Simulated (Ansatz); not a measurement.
# C: the cost of one run

Program: Ansatz 0.2.0. Level of theory: DFT PBEsol, scalar-relativistic, plane waves, PAW. These are calculated values, not measurements.

4 further runs of the same task are left out: 4 set aside as unsound or not needed.

**1. The system as given**

Symmetry: Fmmm, No. 69, orthorhombic system. The conventional cell has a = 2.459 Å, b = 4.258 Å, c = 7.378 Å, α = 90.00°, β = 90.00°, γ = 90.00°. C (site symmetry m2m) has 3 C at 1.42 Å as nearest neighbours.

Structure file:

```
CELL_PARAMETERS angstrom
1.22947 -2.12908 0.00000
1.22947 2.12908 0.00000
0.00000 0.00000 7.37782
ATOMIC_POSITIONS crystal
C 0.08332 0.91668 0.74984
C 0.58332 0.41668 0.25016
C 0.91668 0.08332 0.25016
C 0.41668 0.58332 0.74984
```

It goes back to an entry of the Materials Project, which need not be the stable form.

This cell was relaxed beforehand with the same method: volume 9.66 Å³/atom, gap on the mesh none (metal).

**2. What is varied**

The energy is mapped over two normal modes frozen in (zone-centre modes of the cell shown).

The axes are (1) amplitude of mode 1 (19i cm⁻¹), largest displacement: 11 values from −0.426 Å; (2) amplitude of mode 5 (31 cm⁻¹), largest displacement: 11 values from −0.426 Å.

Nothing else is relaxed (the cell and all other modes fixed). Energies count from the relaxed high-symmetry cell. Points are written as (first, second).

The modes come from a phonon run on the reference cell, made beforehand.

Displacement patterns for an amplitude of 1 (Å):

```
atom     x1      y1     z1      x2     y2     z2
  C1  0.000   1.000  0.000   1.000  0.000  0.000
  C2  0.000  -1.000  0.000  -1.000  0.000  0.000
  C3  0.000  -1.000  0.000  -1.000  0.000  0.000
  C4  0.000   1.000  0.000   1.000  0.000  0.000
```

**3. The run at (−0.170 Å, −0.426 Å)**

input.yaml reads:

```yaml
crystal:
  lattice:
    - [1.2294745828, -2.1290849001, 0.0]
    - [1.2294745828, 2.1290849001, 0.0]
    - [0.0, 0.0, 7.3778161753]
  atoms:
    - { symbol: C, position: [-0.049905891, 0.7034164182, 0.7498448039] }
    - { symbol: C, position: [0.716549197, 0.6299402758, 0.2501553613] }
    - { symbol: C, position: [1.049905891, 0.2965835818, 0.2501551961] }
    - { symbol: C, position: [0.283450803, 0.3700597242, 0.7498446387] }
basis:
  ecutwfc: 520.0
kpoints:
  mp_grid: { grid: [18, 18, 6] }
hamiltonian:
  xc: pbesol
  pseudopotentials: { kind: paw, azcp: { folder: soft_1 } }
scf:
  occupations: { method: gaussian, width: 0.15 }
output:
  forces: true
  stress: true
  eigenvalues: true
```

Launch:

```console
> ansatz run input.yaml --threads 4 --pin off --max-ram 8192MiB --backend cpu --events-out ev --progress --plain --runs-dir out
```

Q: Estimate wall time and peak memory on 4 threads of AMD EPYC 7R43 (Zen 3), shared host.

About 7.2 s, with a peak of 0.83 GiB.
